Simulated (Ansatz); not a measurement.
# ZrSe2 (CdI2 type): how the settings move a single-point run

Aim: see which settings change the result for ZrSe2 (CdI2 type), by how much, and at what cost.

Program: Ansatz 0.2.0. Level of theory: reference: DFT PBE, scalar-relativistic, plane waves, PAW. These are calculated values, not measurements.

3 further runs of the same task are left out: 1 that didn't finish, 2 set aside as unsound or not needed. Runs told in other sessions of the task aren't counted.

### 1 The starting structure

It takes space group P-3m1 (No. 164, trigonal). The conventional cell has a = 3.799 Å, b = 3.799 Å, c = 6.821 Å, α = 90.00°, β = 90.00°, γ = 120.00°. Around Zr (site symmetry -3m) lie 6 Se at 2.70 Å. Se (site symmetry 3m) is surrounded by 3 Zr at 2.70 Å.

Coordinates:

```
CELL_PARAMETERS angstrom
3.79887 0.00000 0.00000
-1.89944 3.28992 0.00000
0.00000 0.00000 6.82145
ATOMIC_POSITIONS crystal
Zr 0.00000 0.00000 0.00000
Se 0.33333 0.66667 0.23203
Se 0.66667 0.33333 0.76797
```

### 2 The reference run

Input file input.yaml:

```yaml
crystal:
  lattice:
    - [3.7988724335, 0.0, 0.0]
    - [-1.8994362167, 3.2899200331, 0.0]
    - [0.0, 0.0, 6.8214496664]
  atoms:
    - { symbol: Zr, position: [0.0, 0.0, 0.0] }
    - { symbol: Se, position: [0.3333333333, 0.6666666667, 0.2320287056] }
    - { symbol: Se, position: [0.6666666667, 0.3333333333, 0.7679712944] }
basis:
  ecutwfc: 420
  ecutrho_ratio: 4
kpoints:
  mp_grid: { grid: [10, 10, 6] }
  band_path:
    path:
      - [[0.0, 0.0, 0.0], [0.5, 0.0, 0.0], [0.33333333, 0.33333333, 0.0], [0.0, 0.0, 0.0], [0.0, 0.0, 0.5], [0.5, 0.0, 0.5], [0.33333333, 0.33333333, 0.5], [0.0, 0.0, 0.5]]
      - [[0.5, 0.0, 0.5], [0.5, 0.0, 0.0]]
      - [[0.33333333, 0.33333333, 0.5], [0.33333333, 0.33333333, 0.0]]
    npoints: 14
hamiltonian:
  xc: pbe
scf:
  occupations: { method: gaussian, width: 0.05 }
  n_extra_bands: 13
output:
  forces: true
  stress: true
  eigenvalues: true
  populations: true
  dos: { projected: true, de: 0.02, nscf_kmesh: { grid: [15, 15, 9] } }
  bader: true
  write_density: true
  write_potential: true
  elf: true
  volumetric_format: npy
```

Command:

```sh
ansatz run input.yaml --threads 2 --pin off --max-ram 2662MiB --backend cpu --events-out ev --progress --plain --runs-dir out
```

The main lines of its log:

```text
[...]
Basis set: ecut = 420 eV, 1643 PW (Γ), exchange–correlation on 54×54×96 points (8 copies of the dense FFT grid, shifted against one another)
[...]
k-points: 72 of 600
[...]
SCF iter   1: F=—  HF=-15126.073737 eV  |F-HF|=—  |Δ(HF+E_count)|=         —  Δρ=1.21e-3  dr2=1.65e-3  ethr=1.77e-3  ⟨swp⟩=5.7  Hψ=11139  notcnv=0  defer=31
preconditioner: auto → Resta (q_TF=auto, 2.444 Å⁻¹)  ε∞=2.9  [insulator: Δε(μ)=0.416 eV  Ē_g=11.670 eV  σ=0.050 eV  W_gap=1.00  n_scr=22 (ndim 8)  ℏωp=16.1 eV  f_vac=0.161  D(μ)=0.00/eV (n_scr^D=0)  ε∞_Penn≈2.9]
SCF iter   2: F=—  HF=-15126.073667 eV  |F-HF|=—  |Δ(HF+E_count)|=   7.04e-5  Δρ=7.04e-4  dr2=3.25e-4  ethr=3.74e-6  ⟨swp⟩=2.5  Hψ=4615  notcnv=0  defer=206
[...]
SCF iter   5: F=—  HF=-15126.073868 eV  |F-HF|=—  |Δ(HF+E_count)|=   2.65e-5  Δρ=4.08e-5  dr2=1.82e-6  ethr=4.70e-8  ⟨swp⟩=2.0  Hψ=2453  notcnv=0  defer=206
SCF iter   6: F=-15126.073870 eV  HF=-15126.073870 eV  |F-HF|=4.53e-8  |Δ(HF+E_count)|=   2.25e-6  Δρ=4.89e-6  dr2=3.02e-8  ethr=2.27e-10  ⟨swp⟩=12.2  Hψ=19209  notcnv=0
[...]
SCF converged after 6 iterations
Free energy (F): -15126.073870 eV
[...]
E sigma→0 (E₀):  -15126.073870 eV
Fermi energy:    7.534153 eV
[...]
  P = ⅓ Tr σ = 0.0141 GPa (0.141 kbar)
[...]
```

Wall time 37 s (2 threads of Arm Neoverse V1, shared host); peak memory 0.6 GiB.

### 3 Changing settings: ecutwfc 14.7 Ry

Input file input.yaml:

```yaml
crystal:
  lattice:
    - [3.798872433473, -2.886758014883e-11, 0.0]
    - [-1.899436216711, 3.289920033138, 0.0]
    - [0.0, 0.0, 6.8214496664]
  atoms:
    - { symbol: Zr, position: [0.0, 0.0, 0.0] }
    - { symbol: Se, position: [0.3333333333333, 0.6666666666667, 0.2320287056] }
    - { symbol: Se, position: [0.6666666666667, 0.3333333333333, 0.7679712944] }
basis:
  ecutwfc: "14.7 Ry"
  ecutrho_ratio: 4
kpoints:
  mp_grid: { grid: [10, 10, 6] }
hamiltonian:
  xc: pbe
scf:
  occupations: { method: gaussian, width: 0.05 }
output:
  forces: true
  stress: true
  write_density: true
  write_potential: true
  elf: true
  volumetric_format: npy
```

Command:

```sh
ansatz run input.yaml --threads 2 --pin off --max-ram 2662MiB --backend cpu --events-out ev --progress --plain --runs-dir out
```

Output, shortened:

```text
Warning: basis.ecutwfc = 200.00368890801178 eV is below the records' recommended 420 eV, and the density's cutoff is lower with it unless basis.ecutrho_ratio is high enough to keep the records' density cutoff: compare with a run at a higher cutoff
Warning: basis.ecutrho_ratio = 4 (ecutrho = 800.0147556320471 eV) is below the records' recommended 1680 eV
Warning: RAYON_NUM_THREADS=2 ignored (pool sized by the plan → 2); use --threads N
[...]
Pseudopotentials: kind: paw
Pseudopotential: Zr, paw, valence charge 12, recommended cutoff 420 eV (normal), Zr.paw.azcp
Pseudopotential: Se, paw, valence charge 16, recommended cutoff 420 eV (normal), Se.paw.azcp
Functional definition: PBE
[...]
Crystal: 3 atoms, lattice volume = 85.254 Å³
Basis set: ecut = 200.00368890801178 eV, 549 PW (Γ), exchange–correlation on 36×36×64 points (8 copies of the dense FFT grid, shifted against one another)
Bands: 27, of which v1, the nominal top of the filled ones, is band 22 counted from 1 (21 counted from 0)
Symmetry: 12 space group operations
Space group: P-3m1 (ITA 164), of the structure as read, at distance tolerance 4.4e-5 Å
k-points: 72 of 600
[...]
SCF iter   1: F=—  HF=-15120.178686 eV  |F-HF|=—  |Δ(HF+E_count)|=         —  Δρ=1.82e-2  dr2=1.48e-1  ethr=1.77e-3  ⟨swp⟩=4.8  Hψ=6757  notcnv=0
[...]
SCF iter   8: F=-15118.951791 eV  HF=-15118.951791 eV  |F-HF|=8.32e-9  |Δ(HF+E_count)|=   2.91e-7  Δρ=1.29e-6  dr2=1.55e-9  ethr=2.27e-10  ⟨swp⟩=12.2  Hψ=10764  notcnv=0
[...]
SCF converged after 8 iterations
Free energy (F): -15118.951791 eV
[...]
E sigma→0 (E₀):  -15118.951791 eV
Fermi energy:    7.464852 eV
[...]
--- Forces (eV/Å), atoms counted from 1 ---
  atom   1  Zr    -0.00000000     0.00000000     0.00000000
  atom   2  Se     0.00000000    -0.00000000     0.03892388
  atom   3  Se    -0.00000000     0.00000000    -0.03892388
[...]
--- Stress (GPa, compression-positive) ---
        0.324505      -0.000000      -0.000000
       -0.000000       0.324505      -0.000000
       -0.000000      -0.000000       0.055801
  P = ⅓ Tr σ = 0.2349 GPa (2.349 kbar)
--- Band table (eV; the first three rows and the last of 72) ---
  k-point 0: bands = ["-42.7427", "-42.7427", "-42.7059", "-42.7036", "-42.7036", "-42.6435", "-42.6281", "-42.5973", "-42.5973", "-42.5952", "-42.5952", "-20.4855", "-20.4417", "-20.4417", "-5.8060", "-4.8331", "2.9579", "4.7227", "4.7227", "6.7863", "7.2417", "7.2417", "8.3739", [...]
[...]
```

Wall time 2.4 s (2 threads of Arm Neoverse V1, shared host); peak memory 0.34 GiB.

Changing the cutoff moves the energy by +2.37 eV/atom, and the gap on the mesh goes from 0.41 to 0.45 eV and the largest force goes from 0.00 to 0.04 eV/Å. The lower cutoff gives the higher energy: the smaller basis describes the state less well. The log warns that the cutoff is under what these potentials recommend, so the shift is basis error. These settings are too coarse to quote as the system's properties.

### 4 Variant: chi_scale 0.1

Input file input.yaml:

```yaml
crystal:
  lattice:
    - [3.798872433473, -2.886758014883e-11, 0.0]
    - [-1.899436216711, 3.289920033138, 0.0]
    - [0.0, 0.0, 6.8214496664]
  atoms:
    - { symbol: Zr, position: [0.0, 0.0, 0.0] }
    - { symbol: Se, position: [0.3333333333333, 0.6666666666667, 0.2320287056] }
    - { symbol: Se, position: [0.6666666666667, 0.3333333333333, 0.7679712944] }
basis:
  ecutwfc: 420
  ecutrho_ratio: 4
kpoints:
  mp_grid: { grid: [10, 10, 6] }
hamiltonian:
  xc: pbe
scf:
  occupations: { method: gaussian, width: 0.05 }
  initial_density: { chi_scale: 0.1 }
output:
  forces: true
  stress: true
```

Command:

```sh
ansatz run input.yaml --threads 2 --pin off --max-ram 2662MiB --backend cpu --events-out ev --progress --plain --runs-dir out
```

Output, shortened:

```text
Warning: RAYON_NUM_THREADS=2 ignored (pool sized by the plan → 2); use --threads N
[...]
[... 4 set-up lines as earlier in the session ...]
[...]
Crystal: 3 atoms, lattice volume = 85.254 Å³
Basis set: ecut = 420 eV, 1643 PW (Γ), exchange–correlation on 54×54×96 points (8 copies of the dense FFT grid, shifted against one another)
Bands: 26, of which v1, the nominal top of the filled ones, is band 22 counted from 1 (21 counted from 0)
[... 2 set-up lines as earlier in the session ...]
k-points: 72 of 600
[...]
SCF iter   1: F=—  HF=-15129.122921 eV  |F-HF|=—  |Δ(HF+E_count)|=         —  Δρ=8.04e-2  dr2=2.24e1  ethr=3.10e-3  ⟨swp⟩=6.1  Hψ=7762  notcnv=0
[...]
SCF iter  10: F=-15126.073870 eV  HF=-15126.073870 eV  |F-HF|=3.34e-8  |Δ(HF+E_count)|=   4.39e-7  Δρ=2.83e-6  dr2=1.20e-8  ethr=2.27e-10  ⟨swp⟩=4.2  Hψ=5946  notcnv=0
[...]
SCF converged after 10 iterations
Free energy (F): -15126.073870 eV
[...]
E sigma→0 (E₀):  -15126.073870 eV
Fermi energy:    7.534066 eV
[...]
--- Forces (eV/Å), atoms counted from 1 ---
  atom   1  Zr     0.00000000    -0.00000000     0.00000000
  atom   2  Se     0.00000000    -0.00000000    -0.00018280
  atom   3  Se    -0.00000000     0.00000000     0.00018280
[...]
--- Stress (GPa, compression-positive) ---
        0.003411       0.000000      -0.000000
        0.000000       0.003411      -0.000000
       -0.000000      -0.000000       0.035855
  P = ⅓ Tr σ = 0.0142 GPa (0.142 kbar)
```

Wall time 5.3 s (2 threads of Arm Neoverse V1, shared host); peak memory 0.42 GiB.

With the changed start the energy agrees within 0.5 meV/atom.

### 5 Changed: basis.precision f64, eigensolver.kind davidson, accuracy high

Input file input.yaml:

```yaml
crystal:
  lattice:
    - [3.798872433473, -2.886758014883e-11, 0.0]
    - [-1.899436216711, 3.289920033138, 0.0]
    - [0.0, 0.0, 6.8214496664]
  atoms:
    - { symbol: Zr, position: [0.0, 0.0, 0.0] }
    - { symbol: Se, position: [0.3333333333333, 0.6666666666667, 0.2320287056] }
    - { symbol: Se, position: [0.6666666666667, 0.3333333333333, 0.7679712944] }
basis:
  ecutwfc: 420
  ecutrho_ratio: 4
  precision: f64
kpoints:
  mp_grid: { grid: [10, 10, 6] }
hamiltonian:
  xc: pbe
scf:
  occupations: { method: gaussian, width: 0.05 }
  eigensolver: { kind: davidson }
output:
  forces: true
  stress: true
accuracy: high
```

Command:

```sh
ansatz run input.yaml --threads 2 --pin off --max-ram 2662MiB --backend cpu --events-out ev --progress --plain --runs-dir out
```

Output, shortened:

```text
Warning: RAYON_NUM_THREADS=2 ignored (pool sized by the plan → 2); use --threads N
[...]
[... 4 set-up lines as earlier in the session ...]
[...]
Crystal: 3 atoms, lattice volume = 85.254 Å³
Basis set: ecut = 420 eV, 1643 PW (Γ), exchange–correlation on 60×60×108 points (8 copies of the dense FFT grid, shifted against one another)
Bands: 26, of which v1, the nominal top of the filled ones, is band 22 counted from 1 (21 counted from 0)
[... 2 set-up lines as earlier in the session ...]
k-points: 72 of 600
[...]
SCF iter   1: F=—  HF=-15126.072652 eV  |F-HF|=—  |Δ(HF+E_count)|=         —  Δρ=1.17e-3  dr2=1.41e-3  ethr=1.77e-3  ⟨swp⟩=5.5  Hψ=7121  notcnv=0
[...]
SCF iter  10: F=-15126.073870 eV  HF=-15126.073870 eV  |F-HF|=0.00e0  |Δ(HF+E_count)|=  7.64e-11  Δρ=9.65e-8  dr2=1.76e-11  ethr=1.00e-12  ⟨swp⟩=2.8  Hψ=3532  notcnv=0
[...]
SCF converged after 10 iterations
Free energy (F): -15126.073870 eV
[...]
E sigma→0 (E₀):  -15126.073870 eV
Fermi energy:    7.534058 eV
[...]
--- Forces (eV/Å), atoms counted from 1 ---
  atom   1  Zr     0.00000000    -0.00000000     0.00000000
  atom   2  Se     0.00000000    -0.00000000    -0.00019486
  atom   3  Se    -0.00000000     0.00000000     0.00019486
[...]
--- Stress (GPa, compression-positive) ---
        0.003309       0.000000      -0.000000
        0.000000       0.003309      -0.000000
       -0.000000      -0.000000       0.035752
  P = ⅓ Tr σ = 0.0141 GPa (0.141 kbar)
```

Wall time 6.9 s (2 threads of Arm Neoverse V1, shared host); peak memory 0.42 GiB.

The changed input (arithmetic precision, solver and accuracy level) leaves the energy the same to the digits printed.

### 6 All runs together

```csv
run,ending,energy change,pressure (GPa),gap (eV),force (eV/Å),cycles,time
reference,converged,0,0.0,0.41,0.00,6,37 s
1: ecutwfc 14.7 Ry,converged,+2.37 eV/atom,0.2,0.45,0.04,8,2.4 s
2: chi_scale 0.1,converged,0.0 meV/atom,0.0,0.41,0.00,10,5.3 s
"3: basis.precision f64, eigensolver.kind davidson, accuracy high",converged,0.0 meV/atom,0.0,0.41,0.00,10,6.9 s
```

Times don't compare one to one where runs were asked for different outputs or read a saved state (see the inputs); cycles may leave out searches for a lower state.

Residual by cycle in the longest SCF loop of each run; runs are numbered as in the table. The quantity is the density residual dr2, in eV.

```csv
cycle,reference,run 1,run 2,run 3
1,0.00165,0.148,22.4,0.00141
2,3.2e-4,0.0868,2.32,2.2e-4
3,7.4e-5,0.0244,0.187,3.4e-5
4,2.1e-5,0.00254,0.0229,3.3e-6
5,1.8e-6,1.3e-4,0.00393,6.7e-7
6,3.0e-8,2.1e-6,9.6e-5,5.6e-8
7,-,1.6e-7,9.3e-6,9.5e-9
8,-,1.6e-9,4.5e-6,1.1e-9
9,-,-,1.2e-7,7.4e-11
10,-,-,1.2e-8,1.8e-11
```

**Reading.** Of the converged runs whose energies compare with the reference's, «ecutwfc 14.7 Ry» moves the energy most (+2.37 eV/atom). Run 1 ran under the cutoff that the potentials recommend, as the log warns, so basis error is mixed into its values.

The gaps are Kohn-Sham values of a semilocal functional, not quasiparticle or optical gaps. Such gaps usually fall short of the measured ones.
